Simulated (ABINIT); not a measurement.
# Ge (I4_1/amd) in ABINIT: notebook, part 2 of 2

ABINIT 10.8.3 (patched build).

### Step 4. Single point, PBEsol

Contents of run.abi:

```
# Pseudopotentials
pp_dirpath "./"
pseudos "Ge.upf"

# Structure
acell 3.8998406021 3.8998406021 3.8998406021 Angstrom
rprim
    -0.6601525502     0.6601525502     0.3583255794
     0.6601525502    -0.6601525502     0.3583255794
     0.6601525502     0.6601525502    -0.3583255794
ntypat 1
znucl 32
natom 2
typat 1 1
xred
     0.5000000000     0.5000000000     0.0000000000
     0.2500000000     0.7500000000     0.5000000000

# Plane-wave basis
ecut 952.398519 eV

# k points
kptopt 1
ngkpt 8 8 8
nshiftk 1
shiftk 0.0 0.0 0.0

# Exchange and correlation
ixc -116133

# Bands and occupations
nband 18
occopt 3
tsmear 0.05 eV

# SCF cycle
nstep 100
tolvrs 1.0e-10

# Output
iomode 3
prtwf 0
prtden 0
prteig 0
prtebands 0
enunit 2
```

Potentials or basis: PseudoDojo NC SR PBEsol v0.4.1 standard.

The run is started by

```bash
mpirun --bind-to none -np 4 abinit run.abi > log 2>&1
```

run.abo:

```text
.Version 10.8.3 of ABINIT
 Symmetries : space group I4_1/a m d (#141); Bravais tI (body-center tetrag.)
================================================================================
 Values of the parameters that define the memory need of the present run
     intxc =       0    ionmov =       0      iscf =       7    lmnmax =       6
     lnmax =       6     mgfft =      40  mpssoang =       3    mqgrid =    3001
     natom =       2  nloc_mem =       1    nspden =       1   nspinor =       1
    nsppol =       1      nsym =      16    n1xccc =    2501    ntypat =       1
    occopt =       3   xclevel =       2
       mpw =        2492          nfft =       64000          nkpt =          59
================================================================================
================================================================================

--------------------------------------------------------------------------------
------------- Echo of variables that govern the present computation ------------
--------------------------------------------------------------------------------
 -outvars: echo values of preprocessed input variables --------
            acell      7.3696306727E+00  7.3696306727E+00  7.3696306727E+00 Bohr
              amu      7.26100000E+01
             ecut      3.50000000E+01 Hartree
           enunit           2
                       outvar_i_n : Printing only first  50 k-points.
              ixc     -116133
                       outvar_i_n : Printing only first  50 k-points.
         kptrlatt        8    0    0      0    8    0      0    0    8
          kptrlen      4.22516349E+01
            natom           2
            nband          18
            ngfft          40      40      40
             nkpt          59
            nstep         100
             nsym          16
           ntypat           1
                       prtocc : prtvol=0, do not print more k-points.
           occopt           3
           prtden           0
        prtebands           0
           prteig           0
            prtwf           0
            rprim     -6.6015255020E-01  6.6015255020E-01  3.5832557940E-01
                       6.6015255020E-01 -6.6015255020E-01  3.5832557940E-01
                       6.6015255020E-01  6.6015255020E-01 -3.5832557940E-01
          spgroup         141
           tolvrs      1.00000000E-10
           tsmear      1.83746611E-03 Hartree
            typat      1  1
                       outvars : Printing only first  50 k-points.
           xangst     -8.5082413722E-17  9.9095588627E-17  1.3974126433E+00
                       2.5744897188E+00  9.2089001175E-17  6.9870632166E-01
            xcart     -1.6078246007E-16  1.8726352279E-16  2.6407271807E+00
                       4.8650804826E+00  1.7402299143E-16  1.3203635904E+00
             xred      5.0000000000E-01  5.0000000000E-01  2.7215441573E-18
                       2.5000000000E-01  7.5000000000E-01  5.0000000000E-01
            znucl       32.00000

================================================================================

 chkinp: Checking input parameters for consistency.

================================================================================
== DATASET  1 ==================================================================

--- !DatasetInfo
iteration_state: {dtset: 1, }
dimensions: {natom: 2, nkpt: 59, mband: 18, nsppol: 1, nspinor: 1, nspden: 1, mpw: 2492, }
cutoff_energies: {ecut:  35.0, pawecutdg:  -1.0, }
electrons: {nelect:   2.80000000E+01, charge:   0.00000000E+00, occopt:   3.00000000E+00, tsmear:   1.83746611E-03, }
meta: {optdriver: 0, ionmov: 0, optcell: 0, iscf: 7, paral_kgb: 0, }
...

 Real(R)+Recip(G) space primitive vectors, cartesian coordinates (Bohr,Bohr^-1):
 R(1)= -4.8650805  4.8650805  2.6407272  G(1)=  0.0000000  0.1027732  0.1893418
[... 58 lines left out ...]
- [  0.00000000E+00,   1.56167217E-04,   0.00000000E+00, ]
- [  0.00000000E+00,   0.00000000E+00,  -1.53091960E-06, ]
pressure_GPa:  -3.0481E+00
xred      :
- [  5.0000E-01,   5.0000E-01,   2.7215E-18, Ge]
- [  2.5000E-01,   7.5000E-01,   5.0000E-01, Ge]
cartesian_forces: # hartree/bohr
- [ -1.29718044E-30,   8.36681384E-29,  -1.19491466E-30, ]
- [  1.29718044E-30,  -8.36681384E-29,   1.19491466E-30, ]
force_length_stats: {min:   8.36867246E-29, max:   8.36867246E-29, mean:   8.36867246E-29, }
...

 Integrated electronic density in atomic spheres:
 ------------------------------------------------
 Atom  Sphere_radius  Integrated_density
    1        2.00000         11.48642332
    2        2.00000         11.48642332
================================================================================

 ----iterations are completed or convergence reached----

 Mean square residual over all n,k,spin=   18.549E-08; max=  62.350E-06
 reduced coordinates (array xred) for    2 atoms
       0.500000000000      0.500000000000      0.000000000000
       0.250000000000      0.750000000000      0.500000000000
 rms dE/dt=  4.2063E-28; max dE/dt=  4.1652E-28; dE/dt below (all hartree)
    1      -0.000000000000      0.000000000000     -0.000000000000
    2       0.000000000000     -0.000000000000      0.000000000000

 cartesian coordinates (angstrom) at end:
    1     -0.00000000000000     0.00000000000000     1.39741264331513
    2      2.57448971884982     0.00000000000000     0.69870632165756

 cartesian forces (hartree/bohr) at end:
    1     -0.00000000000000     0.00000000000000    -0.00000000000000
    2      0.00000000000000    -0.00000000000000     0.00000000000000
 frms,max,avg= 4.8316553E-29 8.3668138E-29   0.000E+00  0.000E+00  0.000E+00 h/b

 cartesian forces (eV/Angstrom) at end:
    1     -0.00000000000000     0.00000000000000    -0.00000000000000
    2      0.00000000000000    -0.00000000000000     0.00000000000000
 frms,max,avg= 2.4845370E-27 4.3023887E-27   0.000E+00  0.000E+00  0.000E+00 e/A
 length scales=  7.369630672664  7.369630672664  7.369630672664 bohr
              =  3.899840602100  3.899840602100  3.899840602100 angstroms
 Fermi (or HOMO) energy (hartree) =   0.20084   Average Vxc (hartree)=  -0.42688
 Eigenvalues (hartree) for nkpt=  59  k points:
 kpt#   1, nband= 18, wtk=  0.00195, kpt=  0.0000  0.0000  0.0000 (reduced coord)
  -0.70758   -0.70549   -0.70489   -0.70430   -0.70059   -0.70059   -0.70037   -0.70037
  -0.69848   -0.69593   -0.28674    0.05299    0.11659    0.11659    0.32131    0.48164
   0.48164    0.50198
      occupation numbers for kpt#   1
   2.00000    2.00000    2.00000    2.00000    2.00000    2.00000    2.00000    2.00000
   2.00000    2.00000    2.00000    2.00000    2.00000    2.00000    0.00000    0.00000
   0.00000    0.00000
 prteigrs : prtvol=0 or 1, do not print more k-points.

 Fermi (or HOMO) energy (eV) =   5.46501   Average Vxc (eV)= -11.61599
 Eigenvalues (   eV  ) for nkpt=  59  k points:
 kpt#   1, nband= 18, wtk=  0.00195, kpt=  0.0000  0.0000  0.0000 (reduced coord)
 -19.25413  -19.19742  -19.18097  -19.16501  -19.06397  -19.06397  -19.05804  -19.05804
 -19.00665  -18.93728   -7.80257    1.44185    3.17263    3.17263    8.74321   13.10605
  13.10606   13.65950
 prteigrs : prtvol=0 or 1, do not print more k-points.

--- !EnergyTerms
iteration_state     : {dtset: 1, }
comment             : Components of total free energy in Hartree
kinetic             :  1.34050386837710E+02
hartree             :  4.50435924341959E+01
xc                  : -4.31906561263732E+01
Ewald energy        : -1.12041434476547E+02
psp_core            :  6.91394767904317E+00
local_psp           : -1.14737565902987E+02
non_local_psp       : -9.44276633563948E+01
internal            : -1.78389392911353E+02
'-kT*entropy'       : -2.62493257640525E-04
total_energy        : -1.78389655404611E+02
total_energy_eV     : -4.85422981550231E+03
band_energy         : -1.40061389274637E+01
...

 Cartesian components of stress tensor (hartree/bohr^3)
  sigma(1 1)=  1.56167217E-04  sigma(3 2)=  0.00000000E+00
  sigma(2 2)=  1.56167217E-04  sigma(3 1)=  0.00000000E+00
  sigma(3 3)= -1.53091960E-06  sigma(2 1)=  0.00000000E+00

-Cartesian components of stress tensor (GPa)         [Pressure= -3.0481E+00 GPa]
- sigma(1 1)=  4.59459817E+00  sigma(3 2)=  0.00000000E+00
- sigma(2 2)=  4.59459817E+00  sigma(3 1)=  0.00000000E+00
- sigma(3 3)= -4.50412096E-02  sigma(2 1)=  0.00000000E+00

== END DATASET(S) ==============================================================
================================================================================

 -outvars: echo values of variables after computation  --------
            acell      7.3696306727E+00  7.3696306727E+00  7.3696306727E+00 Bohr
           etotal     -1.7838965540E+02
            fcart     -1.2971804401E-30  8.3668138390E-29 -1.1949146598E-30
                       1.2971804401E-30 -8.3668138390E-29  1.1949146598E-30
            rprim     -6.6015255020E-01  6.6015255020E-01  3.5832557940E-01
                       6.6015255020E-01 -6.6015255020E-01  3.5832557940E-01
                       6.6015255020E-01  6.6015255020E-01 -3.5832557940E-01
           strten      1.5616721748E-04  1.5616721748E-04 -1.5309195968E-06
                       0.0000000000E+00  0.0000000000E+00  0.0000000000E+00
           xangst     -8.5082413722E-17  9.9095588627E-17  1.3974126433E+00
                       2.5744897188E+00  9.2089001175E-17  6.9870632166E-01
             xred      5.0000000000E-01  5.0000000000E-01  2.7215441573E-18
                       2.5000000000E-01  7.5000000000E-01  5.0000000000E-01
 Calculation completed.
```

It took 12 s on 4 MPI ranks of AMD EPYC 9R45 (Zen 5), shared host; peak memory 0.32 GiB.

What came out:

```yaml
Free_energy: -4854.2298 eV
Pressure: -3.0 GPa
Band_gap_on_the_k_mesh: none (metal or under the smearing width)
Valence_electrons_inside_the_program's_atomic_spheres: Ge 11.49 (radii [1.0584] Å)
```
